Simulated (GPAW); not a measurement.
Write an ASE script for GPAW 26.7.0 that does the following.

```yaml
Task: single point
Functional: LDA
Potentials_or_basis: the program's PAW data sets (release 1.2.1) made for this functional
Cutoff: 450 eV
Basis: pw
k_mesh: 4 × 4 × 4
Occupations: fermi-dirac, width 0.05 eV
Spin: no spin polarisation
Maxiter: 120
Convergence: default
```

CsPbCl3:

```
Pb Cs Cl
1.0
     5.60500    0.00000    0.00000
     0.00000    5.60500    0.00000
     0.00000    0.00000    5.60500
Pb Cs Cl
1 1 3
Direct
  0.50000 0.50000 0.50000
  0.00000 0.00000 0.00000
  0.50000 0.00000 0.50000
  0.00000 0.50000 0.50000
  0.50000 0.50000 0.00000
```

One way to write it, as run:

run.py

```python
from ase import Atoms
from ase.dft.bandgap import bandgap
from ase.io import write
from ase.units import GPa
from gpaw import GPAW, PW

atoms = Atoms(['Pb', 'Cs', 'Cl', 'Cl', 'Cl'],
              cell=[[5.605, 0.0, 0.0],
                    [0.0, 5.605, 0.0],
                    [0.0, 0.0, 5.605]],
              scaled_positions=[[0.5, 0.5, 0.5],
                                [0.0, 0.0, 0.0],
                                [0.5, 0.0, 0.5],
                                [0.0, 0.5, 0.5],
                                [0.5, 0.5, 0.0]],
              pbc=True)

calc = GPAW(mode=PW(450),
            xc='LDA',
            kpts={'size': (4, 4, 4), 'gamma': True},
            occupations={'name': 'fermi-dirac', 'width': 0.05},
            nbands=37,
            maxiter=120,
            txt='gpaw.txt')
atoms.calc = calc
energy = atoms.get_potential_energy()
forces = atoms.get_forces()
stress = atoms.get_stress()
calc.write('gs.gpw')
write('result.traj', atoms)
print(f'Energy: {energy:.6f} eV')
print('Forces (eV/A):')
print(forces.round(4))
print('Stress (GPa):', (stress / GPa).round(3))
print('Fermi level:', round(calc.get_fermi_level(), 4), 'eV')
print(f'Gap: {bandgap(calc)[0]:.4f} eV, direct: {bandgap(calc, direct=True)[0]:.4f} eV')
```

Potentials or basis: the program's PAW data sets (release 1.2.1) made for this functional, pw.

Command:

```bash
$ OMP_NUM_THREADS=1 python run.py
```

Results of the run:

```yaml
Pressure: -1.5 GPa
Band_gap_on_the_k_mesh: 1.68 eV, direct
```

Caveat: the cutoff is short for stress and forces, so pressures can be off by a GPa or more; spin-orbit coupling is left out, which as a rule narrows the gap of such compounds by several tenths of an eV.

Wall time 18 s on 1 thread of Arm Neoverse V2 (shared host), peak memory 0.22 GiB.
